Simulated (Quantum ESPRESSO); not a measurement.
Crystal: C.

```
C
1.0
     0.00000    1.78337    1.78337
     1.78337    0.00000    1.78337
     1.78337    1.78337    0.00000
C
2
Direct
  0.75000 0.75000 0.75000
  0.50000 0.50000 0.50000
```

This isn't the form of C at room conditions, which is graphite.

Base run:

* Program: Quantum ESPRESSO 7.5
* Functional: AM05
* Potentials or basis: SG15 PBE 1.2
* Cutoff: 1197 eV
* Density cutoff: 4789 eV
* k mesh: 13 × 13 × 13
* Occupations: fermi-dirac, width 0.05 eV
* Spin: no spin polarisation

Its results: band gap on the k mesh 3.99 eV, indirect (least direct gap 5.51 eV); pressure -3.2 GPa.

Problem. The run is repeated on the same cell with these changes: functional from AM05 to PBEsol. What comes out?

Solution. Band gap on the k mesh 4.00 eV, indirect (least direct gap 5.54 eV); pressure -2.7 GPa.

Caveats: the potentials were made for another functional, which shifts forces and pressure.

Not every run made on this cell is shown here.
